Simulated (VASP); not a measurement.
# Na (Im-3m) in VASP: single point with PBE0

Aim: the single point of Na with PBE0.

Everything below comes from runs of VASP 6.6.1. Logs are shortened: lines on timing, memory, paths and dates and some standing lists are left out, and cuts for length are marked.

**1. Starting point**

Symmetry: Im-3m, No. 229, cubic system. Conventional cell: a = 4.170 Å, b = 4.170 Å, c = 4.170 Å, α = 90.00°, β = 90.00°, γ = 90.00°. Around Na (site symmetry m-3m) lie 8 Na at 3.61 Å.

**2. Single point, PBE0**

The input, POSCAR:

```
Na
1.0
   -2.0848200000      2.0848200000      2.0848200000
    2.0848200000     -2.0848200000      2.0848200000
    2.0848200000      2.0848200000     -2.0848200000
Na
1
Direct
    0.0000000000      0.0000000000      0.0000000000
```

The input, INCAR.step1:

```
PREC = Accurate
ENCUT = 520
EDIFF = 1E-5
ISMEAR = 0
SIGMA = 0.1
LREAL = F
LASPH = T
NELM = 80
ALGO = Normal
ISIF = 2
LWAVE = T
LCHARG = F
NBANDS = 10
GGA = PE
```

The input, INCAR.step2:

```
PREC = Accurate
ENCUT = 520
EDIFF = 1E-6
ISMEAR = 0
SIGMA = 0.1
LREAL = F
LASPH = T
NELM = 80
ALGO = Normal
ISIF = 2
LWAVE = F
LCHARG = F
GGA = PE
LHFCALC = T
AEXX = 0.25
PRECFOCK = Fast
NBANDS = 10
ISTART = 1
```

The input, KPOINTS:

```
Automatic mesh
0
Gamma
  6 6 6
```

Potentials or basis: VASP PAW PBE potentials, release 64 (Na_pv).

Run with:

```console
cat potpaw_PBE.64/Na_pv/POTCAR > POTCAR
cp INCAR.step1 INCAR
mpirun -np 1 vasp_std > vasp.out
cp INCAR.step2 INCAR
mpirun -np 1 vasp_std > vasp.out
```

OUTCAR:

```text
PREC = Accurate
   ENCUT = 520
   EDIFF = 1E-6
   ISMEAR = 0
   LREAL = F
   LASPH = T
   NELM = 80
   ISIF = 2
   GGA = PE
   LHFCALC = T
   AEXX = 0.25
   PRECFOCK = Fast
   ISTART = 1

 ion  position               nearest neighbor table
   1  0.000  0.000  0.000-

  LATTYP: Found a body centered cubic cell.
 ALAT       =     4.1696400000

  Lattice vectors:

 A1 = (  -2.0848200000,   2.0848200000,   2.0848200000)
 A2 = (   2.0848200000,  -2.0848200000,   2.0848200000)
 A3 = (   2.0848200000,   2.0848200000,  -2.0848200000)

Analysis of symmetry for initial positions (statically):
=====================================================================
 Subroutine PRICEL returns:
 Original cell was already a primitive cell.

 Routine SETGRP: Setting up the symmetry group for a
 body centered cubic supercell.

 Subroutine GETGRP returns: Found 48 space group operations
 (whereof 48 operations were pure point group operations)
 out of a pool of 48 trial point group operations.

The static configuration has the point symmetry O_h .

Analysis of symmetry for dynamics (positions and initial velocities):
=====================================================================
 Subroutine PRICEL returns:
 Original cell was already a primitive cell.

 Routine SETGRP: Setting up the symmetry group for a
 body centered cubic supercell.

 Subroutine GETGRP returns: Found 48 space group operations
 (whereof 48 operations were pure point group operations)
 out of a pool of 48 trial point group operations.

The dynamic configuration has the point symmetry O_h .

 Subroutine INISYM returns: Found 48 space group operations
 (whereof 48 operations are pure point group operations),
 and found     1 'primitive' translations

----------------------------------------------------------------------------------------

                                     Primitive cell

  volume of cell :      36.2465

  direct lattice vectors                    reciprocal lattice vectors
    -2.084820000  2.084820000  2.084820000     0.000000000  0.239828858  0.239828858
     2.084820000 -2.084820000  2.084820000     0.239828858  0.000000000  0.239828858
     2.084820000  2.084820000 -2.084820000     0.239828858  0.239828858  0.000000000

  length of vectors
     3.611014165  3.611014165  3.611014165     0.339169224  0.339169224  0.339169224

  position of ions in fractional coordinates (direct lattice)
     0.000000000  0.000000000  0.000000000

  ion indices of the primitive-cell ions
   primitive index   ion index
                 1           1

----------------------------------------------------------------------------------------

 KPOINTS: Automatic mesh

Automatic generation of k-mesh.
 Grid dimensions read from file:
 generate k-points for:    6    6    6

 Generating k-lattice:

  Cartesian coordinates                     Fractional coordinates (reciprocal lattice)
     0.000000000  0.039971476  0.039971476     0.166666667  0.000000000  0.000000000
     0.039971476  0.000000000  0.039971476     0.000000000  0.166666667  0.000000000
     0.039971476  0.039971476  0.000000000     0.000000000  0.000000000  0.166666667

  Length of vectors
     0.056528204  0.056528204  0.056528204

  Shift w.r.t. Gamma in fractional coordinates (k-lattice)
     0.000000000  0.000000000  0.000000000

 Subroutine IBZKPT returns following result:
 ===========================================

 Found     16 irreducible k-points:

 Following reciprocal coordinates:
            Coordinates               Weight
  0.000000  0.000000  0.000000      1.000000
  0.166667  0.000000  0.000000     12.000000
  0.333333  0.000000  0.000000     12.000000
  0.500000  0.000000  0.000000      6.000000
  0.166667  0.166667  0.000000     24.000000
  0.333333  0.166667  0.000000     48.000000
[... 8 lines left out ...]
  0.500000  0.500000  0.333333     12.000000
  0.500000  0.500000  0.500000      1.000000
   k-points           NKPTS =     16   k-points in BZ     NKDIM =    216   number of bands    NBANDS=     10
   number of dos      NEDOS =    301   number of ions     NIONS =      1
   total plane-waves  NPLWV =  21952
   dimension x,y,z NGX =    28 NGY =   28 NGZ =   28
   dimension x,y,z NGXF=    56 NGYF=   56 NGZF=   56
   ions per type =               1
   NGX,Y,Z   is equivalent  to a cutoff of  12.89, 12.89, 12.89 a.u.
   NGXF,Y,Z  is equivalent  to a cutoff of  25.78, 25.78, 25.78 a.u.
 SYSTEM =  unknown system
   PREC   = accura    normal or accurate (medium, high low for compatibility)
   ISTART =      1    job   : 0-new  1-cont  2-samecut
   ICHARG =      0    charge: 1-file 2-atom 10-const
   ISPIN  =      1    spin polarized calculation?
   LNONCOLLINEAR =      F non collinear calculations
   LSORBIT =      F    spin-orbit coupling
   LASPH  =      T    aspherical Exc in radial PAW
   ENCUT  =  520.0 eV  38.22 Ry    6.18 a.u.   6.71  6.71  6.71*2*pi/ulx,y,z
   NELM   =     80;   NELMIN=  2; NELMDL=  0     # of ELM steps
   EDIFF  = 0.1E-05   stopping-criterion for ELM
   LREAL  =      F    real-space projection
   EDIFFG = 0.1E-04   stopping-criterion for IOM
   NSW    =      0    number of steps for IOM
   IBRION =     -1    ionic relax: 0-MD 1-quasi-New 2-CG
   NFREE  =      0    steps in history (QN), initial steepest desc. (CG)
   ISIF   =      2    stress and relaxation
   ISYM   =      3    0-nonsym 1-usesym 2-fastsym
   POTIM  = 0.5000    time-step for ionic-motion
   TEBEG  =    0.0;   TEEND  =   0.0 temperature during run
   PSTRESS=    0.0 pullay stress
   NELECT =       7.0000    total number of electrons
   NUPDOWN=      -1.0000    fix difference up-down
   EMIN   =  10.00;   EMAX   =-10.00  energy-range for DOS
   EFERMI =   0.00;   METHOD = LEGACY
   ISMEAR =     0;   SIGMA  =   0.10  broadening in eV -4-tet -1-fermi 0-gaus
   EFERMI_NEDOS =   21; number of points for ismear=-14 and -15
   IALGO  =     38    algorithm
   IMIX   =      1    mixing-type and parameters
     AMIX     =   0.40;   BMIX     =  1.00
     AMIX_MAG =   1.60;   BMIX_MAG =  1.00
  volume/ion in A,a.u.               =      36.25       244.60
  Fermi-wavevector in a.u.,A,eV,Ry     =   0.946278  1.788207 12.183240  0.895443
  Thomas-Fermi vector in A             =   2.074261
   LORBIT       =      0    0 simple, 1 ext, 2 COOP (PROOUT), +10 PAW based schemes
   GGA     = PE    functional components
   LHFCALC =     T    Hartree Fock is set to
   PRECFOCK=fast      Normal, Fast or Accurate (Low or Medium for compatibility)
   ENCUT4O =  -1.0   cutoff for four orbital integrals eV
   NKREDX  =     1    reduce k-point grid by
   NKREDY  =     1    reduce k-point grid by
   NKREDZ  =     1    reduce k-point grid by
   AEXX    =    0.2500 exact exchange contribution
   HFSCREEN=    0.0000 screening length (either q_TF or 0.3 A-1)
   HFSCREENC=   0.0000 screening length for correlation (either q_TF or 0.3 A-1)
   ENCUTFOCK=  -1.0 apply spherical cutoff to Coloumb kernel
   IVDW    =     0    specifies the selected vdW correction
   LEPSILON=     F    determine dielectric tensor
   LRPA    =     F    only Hartree local field effects (RPA)
 non-spin polarized calculation
 Gauss-broadening in eV      SIGMA  =   0.10
  energy-cutoff  :      520.00
  volume of cell :       36.25
 maximum number of plane-waves:       982
  NGX = 18; NGY = 18; NGZ = 18

 number of electron       6.9999995 magnetization

 Free energy of the ion-electron system (eV)
  ---------------------------------------------------
  ext. energy  EPLUGINS =         0.00000000
  ---------------------------------------------------
  free energy    TOTEN  =        -1.51865224 eV

  energy without entropy =       -1.50626887  energy(sigma->0) =       -1.51246056

 E-fermi :   0.4747     XC(G=0):  -5.1872

 val. band max:       -0.3453457662   @ k =   0.1667   0.1667   0.1667
 cond. band min:       0.4858050190   @ k =   0.3333   0.1667   0.0000
 fundamental gap:      0.8311507852
 Fermi energy:         0.4746814738

 k-point     1 :       0.0000    0.0000    0.0000
  band No.  band energies     occupation
      1     -27.9088      2.00000
      2     -27.9088      2.00000
      3     -27.9088      2.00000
      4      -3.9624      2.00000
      5      13.2827      0.00000
      6      13.2827      0.00000
      7      13.2827      0.00000
      8      14.2612      0.00000
      9      14.2612      0.00000
     10      14.7652      0.00000

 k-point     2 :       0.1667    0.0000    0.0000
  band No.  band energies     occupation
      1     -27.9179      2.00000
      2     -27.9117      2.00000
      3     -27.9087      2.00000
      4      -3.3595      2.00000
      5       9.4677      0.00000
      6      11.5012      0.00000
      7      12.1443      0.00000
      8      12.4210      0.00000
      9      13.3592      0.00000
     10      15.4803      0.00000

 k-point     3 :       0.3333    0.0000    0.0000
  band No.  band energies     occupation
      1     -27.9359      2.00000
      2     -27.9175      2.00000
      3     -27.9084      2.00000
      4      -1.5236      2.00000
      5       5.3758      0.00000
      6      10.0811      0.00000
      7      11.0718      0.00000
      8      11.1372      0.00000
      9      12.3705      0.00000
     10      16.6652      0.00000

 k-point     4 :       0.5000    0.0000    0.0000
  band No.  band energies     occupation
      1     -27.9447      2.00000
      2     -27.9204      2.00000
      3     -27.9081      2.00000
      4       1.5341      0.00000
      5       2.1436      0.00000
      6       9.6006      0.00000
      7      10.7043      0.00000
      8      10.7088      0.00000
      9      11.9319      0.00000
     10      17.8471      0.00000
[... 118 lines left out ...]
 k-point    14 :      -0.3333    0.3333    0.3333
  band No.  band energies     occupation
      1     -27.9321      2.00000
      2     -27.9273      2.00000
      3     -27.9273      2.00000
      4       1.2652      0.00000
      5       6.7069      0.00000
      6       7.0564      0.00000
      7       7.0565      0.00000
      8       8.8864      0.00000
      9      13.3411      0.00000
     10      17.1118      0.00000

 k-point    15 :       0.5000    0.5000    0.3333
  band No.  band energies     occupation
      1     -27.9367      2.00000
      2     -27.9306      2.00000
      3     -27.9276      2.00000
      4       3.5643      0.00000
      5       4.1607      0.00000
      6       6.6239      0.00000
      7       7.1623      0.00000
      8       9.2241      0.00000
      9      11.1456      0.00000
     10      17.2194      0.00000

 k-point    16 :       0.5000    0.5000    0.5000
  band No.  band energies     occupation
      1     -27.9340      2.00000
      2     -27.9340      2.00000
      3     -27.9340      2.00000
      4       5.7139      0.00000
      5       5.7139      0.00000
      6       6.1929      0.00000
      7       6.1929      0.00000
      8       6.1929      0.00000
      9       9.3133      0.00000
     10      21.2912      0.00000

------------------------ aborting loop because EDIFF is reached ----------------------------------------

  FORCE on cell =-STRESS in cart. coord.  units (eV):
  Direction    XX          YY          ZZ          XY          YZ          ZX
  --------------------------------------------------------------------------------------
  -------------------------------------------------------------------------------------
  Total        0.0937987      0.0937987      0.0937987     -0.0000000      0.0000000      0.0000000
  in kB        4.1461164      4.1461164      4.1461164     -0.0000000      0.0000000      0.0000000
  external PRESSURE =       4.1461164 kB  Pullay stress =       0.0000000 kB

 VOLUME and BASIS-vectors are now :
 -----------------------------------------------------------------------------
  energy-cutoff  :      520.00
  volume of cell :       36.25
      direct lattice vectors                 reciprocal lattice vectors
    -2.084820000  2.084820000  2.084820000     0.000000000  0.239828858  0.239828858
     2.084820000 -2.084820000  2.084820000     0.239828858  0.000000000  0.239828858
     2.084820000  2.084820000 -2.084820000     0.239828858  0.239828858  0.000000000

 POSITION                                       TOTAL-FORCE (eV/Angst)
 -----------------------------------------------------------------------------------
      0.00000      0.00000      0.00000        -0.000000      0.000000      0.000000
 -----------------------------------------------------------------------------------
    total drift:                               -0.000000      0.000000     -0.000000

  FREE ENERGIE OF THE ION-ELECTRON SYSTEM (eV)
  ---------------------------------------------------
  free  energy   TOTEN  =        -1.5186522446 eV

  energy  without entropy=       -1.5062688736  energy(sigma->0) =       -1.51246056
```

Run time: 73 s. Hardware: 1 thread of Intel Xeon 6975P-C (Granite Rapids), shared host; peak memory 0.16 GiB.

What came out:

```yaml
Free_energy: -1.5187 eV
Pressure: 0.4 GPa
Band_gap_on_the_k_mesh: none (metal or under the smearing width)
```

Caveat: the PAW data sets were made with another functional, which shifts forces and pressure a little.
